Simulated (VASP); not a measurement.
All values below come from optB88-vdW, VASP's PBE PAW potentials (set 64) (plane waves; VASP).

Input for VASP

### INCAR
```
! general
SYSTEM    =  AlSb
PREC      =  Accurate
ENCUT     =  520
LREAL     =  .FALSE.
LASPH     =  .TRUE.

! electronic loop
EDIFF     =  1E-7
NELM      =  100
ALGO      =  Normal
LMAXMIX   =  4

! smearing
ISMEAR    =  0
SIGMA     =  0.05

! functional
GGA       =  BO
LUSE_VDW  =  .TRUE.
AGGAC     =  0.0
PARAM1    =  0.1833333333
PARAM2    =  0.22

! ions
ISIF      =  2

! output
LWAVE     =  .FALSE.
LCHARG    =  .FALSE.
```

**KPOINTS**
```
Automatic mesh
0
Gamma
7 7 7
0 0 0
```

File POSCAR:
```
AlSb
1
    0.0000000000     3.0793726711     3.0793726711
    3.0793726711     0.0000000000     3.0793726711
    3.0793726711     3.0793726711     0.0000000000
Al Sb
1 1
Direct
  0.0000000000   0.0000000000   0.0000000000
  0.2500000000   0.2500000000   0.2500000000
```

POTCAR, in this order: Al Sb (PBE.64 set). Program: vasp_std.

Output

OSZICAR:
```
       N       E                     dE             d eps       ncg     rms          rms(c)
DAV:   1     0.223535030335E+02    0.22354E+02   -0.27278E+03   320   0.720E+02
DAV:   2    -0.426774473493E+01   -0.26621E+02   -0.26477E+02   392   0.922E+01
DAV:   3    -0.496113262281E+01   -0.69339E+00   -0.69339E+00   480   0.189E+01
DAV:   4    -0.496459974258E+01   -0.34671E-02   -0.34671E-02   448   0.151E+00
DAV:   5    -0.496461450478E+01   -0.14762E-04   -0.14762E-04   456   0.101E-01    0.309E+00
DAV:   6    -0.489131676513E+01    0.73298E-01   -0.14029E-01   344   0.190E+00    0.194E+00
DAV:   7    -0.487305102702E+01    0.18266E-01   -0.13339E-01   400   0.203E+00    0.484E-01
DAV:   8    -0.487374262614E+01   -0.69160E-03   -0.82014E-03   376   0.567E-01    0.114E-01
DAV:   9    -0.487390718222E+01   -0.16456E-03   -0.48134E-04   352   0.173E-01    0.277E-02
DAV:  10    -0.487391560613E+01   -0.84239E-05   -0.30625E-05   392   0.321E-02    0.123E-02
DAV:  11    -0.487392507879E+01   -0.94727E-05   -0.12034E-05   320   0.306E-02    0.424E-03
DAV:  12    -0.487392523813E+01   -0.15934E-06   -0.22759E-07   472   0.366E-03    0.621E-04
DAV:  13    -0.487392533085E+01   -0.92726E-07   -0.25903E-08   216   0.129E-03
   1 F= -.48739253E+01 E0= -.48739253E+01  d E =-.218941E-13
```

OUTCAR:
```
------------------------ aborting loop because EDIFF is reached ----------------------------------------
  FORCE on cell =-STRESS in cart. coord.  units (eV):
  Direction    XX          YY          ZZ          XY          YZ          ZX
  --------------------------------------------------------------------------------------
  Total        0.6002233      0.6002233      0.6002233      0.0000000     -0.0000000      0.0000000
  in kB       16.4667051     16.4667051     16.4667051      0.0000000     -0.0000000      0.0000000
  external PRESSURE =      16.4667051 kB  Pullay stress =       0.0000000 kB
  volume of cell :       58.40
      direct lattice vectors                 reciprocal lattice vectors
     0.000000000  3.079372671  3.079372671    -0.162370734  0.162370734  0.162370734
     3.079372671  0.000000000  3.079372671     0.162370734 -0.162370734  0.162370734
     3.079372671  3.079372671  0.000000000     0.162370734  0.162370734 -0.162370734
 POSITION                                       TOTAL-FORCE (eV/Angst)
 -----------------------------------------------------------------------------------
      0.00000      0.00000      0.00000         0.000000      0.000000      0.000000
      1.53969      1.53969      1.53969        -0.000000     -0.000000     -0.000000
 -----------------------------------------------------------------------------------
    total drift:                                0.000000      0.000000      0.000000
  FREE ENERGIE OF THE ION-ELECTRON SYSTEM (eV)
  ---------------------------------------------------
  free  energy   TOTEN  =        -4.8739253309 eV

  energy  without entropy=       -4.8739253309  energy(sigma->0) =       -4.87392533
```
(Selected blocks of OUTCAR.)

The compound is AlSb in the zinc blende structure. This cell is one point of a volume scan, at 0.97 of the reference volume.
